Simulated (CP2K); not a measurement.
AlO:

```xyz
2
Lattice="2.7692 0.0000 0.0000 0.0000 2.7692 0.0000 0.0000 0.0000 2.7692" Properties=species:S:1:pos:R:3 pbc="T T T"
Al    1.3846    1.3846    1.3846
O     0.0000    0.0000    0.0000
```

The cell was built by a generator and needn't be a form met in nature.

Base run:

```yaml
Program: CP2K 2026.2
Functional: RPBE
Dispersion: D3(BJ)
Potentials_or_basis: POTENTIAL_UZH Al GTH-PBE-q3, O GTH-PBE-q6; TZVP-MOLOPT-PBE-GTH basis
Density_cutoff: 8163 eV
k_mesh: 10 × 10 × 10
Occupations: fermi-dirac, width 0.05 eV
Spin: no spin polarisation
```

Its results: band gap on the k mesh none (metal or under the smearing width); pressure -16.0 GPa.

Problem. The run is repeated on the same cell with these changes: dispersion from D3(BJ) to none. What comes out?

Solution. Band gap on the k mesh none (metal or under the smearing width); pressure 1.6 GPa.

Dispersion adds attraction, which lowers the pressure at fixed volume and, as a term added to the energy, leaves the levels alone.

Caveats: the potentials were made for another functional, which shifts forces and pressure; the basis of atomic orbitals isn't converged, which shifts pressures, moduli and gaps; an odd number of electrons without spin polarisation forces a metal; a magnetic or distorted state may lie lower; pairwise dispersion overbinds metals, which lowers pressure and volume (some runs).

Not every run made on this cell is shown here.
